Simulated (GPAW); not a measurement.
Crystal: In.

```
In
1.0
     3.33548    0.00000    0.00000
    -1.66774    2.88861    0.00000
     0.00000    0.00000    5.50914
In
2
Direct
  0.66667 0.33333 0.75000
  0.33333 0.66667 0.25000
```

This isn't the form of In at room conditions, which is tetragonal.

```yaml
Program: GPAW 26.7.0
Task: relaxation of cell and atoms
Functional: PBEsol
Potentials_or_basis: PAW data sets generated in the run's folder for this functional
Cutoff: 600 eV
Basis: pw
k_mesh: 7 × 7 × 4
Occupations: fermi-dirac, width 0.05 eV
Spin: no spin polarisation
```

At the start: pressure -2.1 GPa; volume 26.54 Å³/atom.

Task: Where does the relaxation end?

Result: Over 4 steps the energy falls by 9.3 meV/atom and the volume is 25.23 Å³/atom (-4.9 %); space group P6_3/mmc (No. 194, to 0.05 Å).

Step by step:
```
step  energy change (eV)  largest force (eV/Å)  pressure (GPa)  volume (Å³)
   1              0.0000                0.0000           -2.06        53.08
   2             -0.0049                0.0000           -1.81        52.69
   3             -0.0180                0.0000            0.34        50.08
   4             -0.0186                0.0000           -0.03        50.46
```

Final structure:
```
In
1.0
     3.28962    0.00000    0.00000
    -1.64481    2.84890    0.00000
     0.00000    0.00000    5.38453
In
2
Cartesian
  1.6448 0.9496 4.0384
  0.0000 1.8993 1.3461
```

Caveat: later steps reuse the first step's grids.
